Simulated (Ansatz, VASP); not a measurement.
# AlNi: VASP beside Ansatz

```
Al Ni
1.0
     2.86179    0.00000    0.00000
     0.00000    2.86179    0.00000
     0.00000    0.00000    2.86179
Al Ni
1 1
Direct
  0.00000 0.00000 0.00000
  0.50000 0.50000 0.50000
```

Alike in both runs: functional PBEsol; k mesh 14 × 14 × 14; occupations tetrahedron; no spin polarisation.

Ansatz relaxed the structure, and its values are those at the end. VASP's run is a single point on that final structure, the one shown.

```csv
,VASP,Ansatz
version,VASP 6.6.1,Ansatz 0.2.0
potentials or method,"VASP PAW PBE potentials, release 64 (Al, Ni)","PAW with Ansatz's default frozen-core files, scalar-relativistic"
plane-wave cutoff (eV),520,420
valence electrons in the cell,13,21
```

```tsv
	VASP	Ansatz	Ansatz less VASP
pressure (GPa)	0.3	0.0	-0.21
```

The two sets of potentials don't hold the same shells in valence. Ansatz warned: «band_table_not_solved_further».

Caveats: the PAW data sets were made with another functional, which shifts forces and pressure a little (VASP); tetrahedron occupations give inexact forces and stress in metals. Spin polarisation is off, so any magnetic state and its effect on volume and gap are missing.
